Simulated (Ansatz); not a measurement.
# ZrS2: further runs on the relaxed cell

An exercise on one series of results from a longer session: the logs are not shown, and one member is left open.

Method: DFT r2SCAN+D3(BJ), scalar-relativistic, plane waves, PAW, in Ansatz 0.2.0.

1 further run of the same task is left out (set aside as unsound or not needed).

### The starting structure

Symmetry: P-3m1, No. 164, trigonal system. Conventional cell: a = 3.671 Å, b = 3.671 Å, c = 5.844 Å, α = 90.00°, β = 90.00°, γ = 120.00°. Zr (site symmetry -3m) has 6 S at 2.56 Å as nearest neighbours. S (site symmetry 3m) has 3 Zr at 2.56 Å as nearest neighbours.

Structure file:

```xyz
3
Lattice="3.6710 0.0000 0.0000 -1.8355 3.1792 0.0000 0.0000 0.0000 5.8444" Properties=species:S:1:pos:R:3 pbc="T T T"
Zr    0.0000    0.0000    0.0000
S     1.8355    1.0597    4.4038
S     0.0000    2.1195    1.4406
```

It goes back to an entry of the Materials Project.

It is the result of an earlier relaxation at this level (volume 22.74 Å³/atom; gap on the mesh: 1.22 eV).

Set-up of the first run:

input.yaml

```yaml
crystal:
  lattice:
    - [3.6339222884, 0.0, 0.0]
    - [-1.8169611442, 3.1470690172, 0.0]
    - [0.0, 0.0, 5.7853124681]
  atoms:
    - { symbol: Zr, position: [0.0, 0.0, 0.0] }
    - { symbol: S, position: [0.6666666667, 0.3333333333, 0.7535055631] }
    - { symbol: S, position: [0.3333333333, 0.6666666667, 0.2464944369] }
basis:
  ecutwfc: 500
kpoints:
  mp_grid: { grid: [9, 9, 6] }
hamiltonian:
  xc: r2scan
  dispersion: d3bj
scf:
  occupations: { method: gaussian, width: 0.02 }
output:
  forces: true
  stress: true
  eigenvalues: true
relax:
  adjacent_minimum: "off"
  f_tol: 0.01
  max_steps: 30
  cell: { stress_tol: 0.1, fix: [volume] }
```

Started as:

```sh
ansatz run input.yaml --threads 2 --pin off --max-ram 5120MiB --backend cpu --events-out ev --progress --plain --runs-dir out
```

Steps of the session up to this table: Volume × 0.97; The cell scaled to 1.03 of its volume; The cell scaled to 0.94 of its volume; Volume × 1.06; Point at V/V0 = 0.91; Point at V/V0 = 1.10; The cell scaled to 0.88 of its volume.

One table of the session follows, with a row left open; its other results are not shown here.

It belongs to the step «Energy against volume». 

| volume (Å³/atom) | energy above the lowest point (meV/atom) | pressure (GPa) | gap on the mesh (eV) |
| --- | --- | --- | --- |
| 20.008 | 48.0 | 6.81 | 0.58 |
| 20.690 | ? | ? | ? |
| 21.372 | 9.6 | 2.55 | 0.92 |
| 22.054 | 2.1 | 1.06 | 1.07 |
| 22.736 | 0.0 | 0.01 | 1.22 |
| 23.418 | 1.7 | -0.73 | 1.32 |
| 24.100 | 5.9 | -1.19 | 1.42 |
| 25.010 | 13.6 | -1.46 | 1.53 |

Estimate the missing values for volume (Å³/atom) = 20.690.

Worked estimate for «energy above the lowest point (meV/atom)». A straight line through the neighbours (20.008, 48.0) and (21.372, 9.6) gives 48.0 + (9.6 − 48.0) × (20.690 − 20.008) / (21.372 − 20.008) = 28.8; a parabola fitted to 3 rows on both sides gives 24.9.

As computed: energy above the lowest point (meV/atom): 24.2; pressure (GPa): 4.40; gap on the mesh (eV): 0.75. In «energy above the lowest point (meV/atom)» the line misses by +4.6 and the parabola by +0.7.

To keep in mind: Warnings in the runs' records: dispersion damping borrowed.
